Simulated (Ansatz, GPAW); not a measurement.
**CdTe: 3 runs at one level of theory**

```xyz
2
Lattice="0.0000 3.2050 3.2050 3.2050 0.0000 3.2050 3.2050 3.2050 0.0000" Properties=species:S:1:pos:R:3 pbc="T T T"
Te    4.8075    4.8075    4.8075
Cd    0.0000    0.0000    0.0000
```

Alike in all runs: task single point; functional PBE; k mesh 7 × 7 × 7; occupations gaussian, width 0.016 eV; no spin polarisation; no spin-orbit coupling. Pressure is positive in compression and, in plane waves, holds the error of the finite cutoff, which Ansatz's Pulay term estimates and takes out.

```tsv
program and potentials	plane-wave cutoff (eV)	notes	pressure (GPa)
Ansatz, Ansatz PAW	420	18 valence electrons an atom on average; Pulay term of +0.04 GPa included	4.24
GPAW, GPAW PAW data sets (gpaw-data 1.2.1)	600	9 valence electrons an atom on average	3.81
Ansatz, all-electron LAPW, scalar-relativistic	-	-	4.26
```

The pressure spans 3.81 (GPAW, GPAW PAW data sets (gpaw-data 1.2.1)) to 4.26 GPa (Ansatz, all-electron LAPW, scalar-relativistic), with all-electron results at 4.26.

Differences between rows come from potentials, basis sets and numerical settings, since the functional is the same but for its coding. Runs on potential files found faulty are left out.
